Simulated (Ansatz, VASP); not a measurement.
## Cr: VASP beside Ansatz

```
CELL_PARAMETERS angstrom
-1.42392 1.42392 1.42392
1.42392 -1.42392 1.42392
1.42392 1.42392 -1.42392
ATOMIC_POSITIONS crystal
Cr 0.00000 0.00000 0.00000
```

Alike in both runs: functional PBE; k mesh 20 × 20 × 20; occupations gaussian, width 0.1 eV; no spin polarisation.

Ansatz relaxed the structure, and its values are those at the end. VASP's run is a single point on that final structure, the one shown.

```csv
,VASP,Ansatz
version,VASP 6.6.1,Ansatz 0.2.0
potentials or method,"VASP PAW PBE potentials, release 64 (Cr_pv)","scalar-relativistic, plane waves, PAW"
plane-wave cutoff (eV),520,420
valence electrons in the cell,12,14
```

VASP gave:

* gap on the k mesh at the Fermi level (eV): none
* pressure (GPa): -1.1

Q: What did Ansatz give for the same quantities?

A: gap on the k mesh at the Fermi level (eV): none; pressure (GPa): 0.0.

A gap of «none» marks a metal or a gap that the smearing closes. With one functional, cell and mesh, what is left measures potentials, basis and numerics. The two sets of potentials don't hold the same shells in valence.

Caveats: the run has no spin polarisation, though such a crystal can be magnetic. Spin polarisation is off, so any magnetic state and its effect on volume and gap are missing.
